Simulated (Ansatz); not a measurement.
# MgB2: the cost of one run

Computed with Ansatz 0.2.0 (DFT PBEsol, scalar-relativistic, plane waves, PAW, unless a step's input says otherwise).

3 further runs of the same task are left out: 1 that didn't finish, 2 set aside as unsound or not needed.

**1. The starting structure**

The structure is hexagonal, space group P6/mmm (No. 191). The conventional cell has a = 3.085 Å, b = 3.085 Å, c = 3.523 Å, α = 90.00°, β = 90.00°, γ = 120.00°. Mg (site symmetry 6/mmm) has 12 B at 2.51 Å as nearest neighbours. B (site symmetry -6m2) is surrounded by 3 B at 1.78 Å and 6 Mg at 2.51 Å.

Structure file:

```
CELL_PARAMETERS angstrom
3.08500 0.00000 0.00000
-1.54250 2.67169 0.00000
0.00000 0.00000 3.52300
ATOMIC_POSITIONS crystal
Mg 0.00000 0.00000 0.00000
B 0.33333 0.66667 0.50000
B 0.66667 0.33333 0.50000
```

The structure comes from the Crystallography Open Database.

**2. A random distortion, cell strained**

Against the listed cell: strain xx, yy, zz, yz, xz, xy = +2.2, +2.9, +3.0, +0.0, +0.3, +0.5 %; atoms moved by 0.03 Å root mean square, at most 0.04 Å.

The input, input.yaml:

```yaml
crystal:
  lattice:
    - [3.1534260212, 0.0153633035, 0.0081444019]
    - [-1.5634079995, 2.7427152873, -0.003324128]
    - [0.00930072, 0.00098644, 3.6283377]
  atoms:
    - { symbol: Mg, position: [-0.0053009084, 0.0062020692, -0.0054640931] }
    - { symbol: B, position: [0.3317579509, 0.6571820297, 0.5005109282] }
    - { symbol: B, position: [0.6735429574, 0.336615901, 0.5049531649] }
basis:
  ecutwfc: 420
kpoints:
  mp_grid: { grid: [14, 14, 10] }
hamiltonian:
  xc: pbesol
scf:
  occupations: { method: gaussian, width: 0.1 }
output:
  forces: true
  stress: true
  eigenvalues: true
```

Launch:

```sh
ansatz run input.yaml --threads 1 --pin off --max-ram 1331MiB --backend cpu --events-out ev --progress --plain --runs-dir out
```

**Question.** How long does this run take on 1 thread of an Arm CPU, shared host, and how much memory does it need?

About 52 s, with a peak of 0.74 GiB.
